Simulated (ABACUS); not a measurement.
The system is CsPbCl3.

```
Pb Cs Cl
1.0
     5.60500    0.00000    0.00000
     0.00000    5.60500    0.00000
     0.00000    0.00000    5.60500
Pb Cs Cl
1 1 3
Cartesian
  2.8025 2.8025 2.8025
  0.0000 0.0000 0.0000
  2.8025 0.0000 2.8025
  0.0000 2.8025 2.8025
  2.8025 2.8025 0.0000
```

| Property | Result |
| --- | --- |
| Program | ABACUS 3.10.1 |
| Task | single point |
| Functional | PBEsol |
| Potentials or basis | PseudoDojo NC SR 0.4.1 PBEsol standard |
| Cutoff | 857 eV |
| Density cutoff | 3429 eV |
| Basis | plane waves |
| k mesh | 5 × 5 × 5 |
| Occupations | fermi-dirac, width 0.05 eV |
| Spin | no spin polarisation |

On this cell: pressure 0.2 GPa; largest force zero by symmetry; band gap on the k mesh 2.86 eV, direct.

The same run follows on a disturbed copy (atoms moved at random, drawn with an rms of 0.05 Å):

```xyz
5
Lattice="5.6050 0.0000 0.0000 0.0000 5.6050 0.0000 0.0000 0.0000 5.6050" Properties=species:S:1:pos:R:3 pbc="T T T"
Pb    2.7677    2.7951    2.8029
Cs   -0.0388    0.0045    0.0052
Cl    2.7867    0.0181    2.8339
Cl   -0.0175    2.8059    2.8068
Cl    2.8104    2.8212    0.0149
```

Question: What changes?

Answer: The energy moves by +0.3 meV/atom; pressure 0.2 GPa; largest force 0.087 eV/Å; band gap on the k mesh 2.84 eV, direct.

Forces on the atoms (eV/Å):
```
Pb   0.049  0.061  0.038
Cs  -0.007 -0.002 -0.003
Cl  -0.002 -0.056 -0.003
Cl  -0.037 -0.001 -0.001
Cl  -0.004 -0.002 -0.031
```

Caveats: spin-orbit coupling is left out, which as a rule narrows the gap of such compounds by several tenths of an eV; an odd mesh through Γ misses points on the zone boundary, where band edges often lie.
